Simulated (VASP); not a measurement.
Here is a VASP 6.6.1 calculation.

The input INCAR:

```
PREC = Accurate ; ENCUT = 520
EDIFF = 1E-6 ; ISMEAR = 0
SIGMA = 0.1 ; LREAL = False
LASPH = True ; NELM = 100
ALGO = Fast ; ISIF = 2
LWAVE = False ; LCHARG = False
ISPIN = 2 ; MAGMOM = 1 0
LORBIT = 11 ; LMAXMIX = 4
GGA = RP
```

KPOINTS

```
regular mesh
0
Gamma
  11 11 11
```

Contents of POSCAR:

```
NiO
1.0
    0.0000000000      2.0859016414      2.0859016414
    2.0859016414      0.0000000000      2.0859016414
    2.0859016414      2.0859016414      0.0000000000
Ni O
1 1
Direct
    0.0000000000      0.0000000000      0.0000000000
    0.5000000000      0.5000000000      0.5000000000
```

Potentials or basis: VASP PAW PBE potentials, release 64 (Ni, O).

Run with:

```bash
$ cat potpaw_PBE.64/Ni/POTCAR potpaw_PBE.64/O/POTCAR > POTCAR
$ mpirun -np 1 vasp_std > vasp.out
```

Task: Estimate the site moments.

Result: Ni +1.49; O +0.28 μB.

Task: Estimate the band gap on the k mesh.

Result: None (metal or under the smearing width).

Task: Predict the net moment.

Result: 1.81 μB per cell.

Task: Estimate the pressure.

Result: 12.9 GPa.

Caveat: the PAW data sets were made with another functional, which shifts forces and pressure a little; a cell with one magnetic atom can't hold antiferromagnetic order, which such compounds often take; semilocal functionals often make such compounds metallic where correlation or magnetic order opens a gap, which also shifts bond lengths.

The gap isn't set beside the measured one, since this odd mesh misses points on the zone boundary.
